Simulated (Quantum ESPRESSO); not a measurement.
NbP under changes of volume

One of the cells (16.103 Å³/atom); the others are scaled copies at fixed shape and fractional positions:

```xyz
4
Lattice="-1.6749 1.6749 5.7401 1.6749 -1.6749 5.7401 1.6749 1.6749 -5.7401" Properties=species:S:1:pos:R:3 pbc="T T T"
Nb    1.6749    0.0000    2.8687
Nb    0.0000    0.0000    5.7387
P     0.0000    1.6749    3.8200
P     0.0000    0.0000    0.9500
```

The cell is a database's computed one.

- Program: Quantum ESPRESSO 7.5
- Functional: LDA
- Potentials or basis: GBRV 1.5 LDA
- Cutoff: 612 eV
- Density cutoff: 4898 eV
- k mesh: 11 × 11 × 11
- Occupations: fermi-dirac, width 0.05 eV
- Spin: no spin polarisation

```csv
volume (Å³/atom),energy over the lowest point (meV/atom),pressure (GPa)
15.137,?,?
15.459,0.00,-1.9
15.781,7.59,-5.9
16.103,22.88,-9.6
16.425,45.06,-12.8
16.747,73.39,-15.7
17.069,107.24,-18.3
```

What does the run at 15.137 Å³/atom give?

Energy over the lowest point 1.01 meV/atom; pressure 2.6 GPa.

Worked out: A Birch-Murnaghan fit of order 3 (a polynomial in V^(-2/3)) to the other rows has its minimum at 15.33 Å³/atom, just outside them, with B0 = V·E''(V) = 213 GPa and B' = 4.3 at fixed shape and positions, which overstates the stiffness. It gives 1.02 meV/atom at 15.137 Å³/atom, against the run's 1.01, and -dE/dV = 2.8 GPa, against 2.6.

Energies are extrapolated to zero smearing.
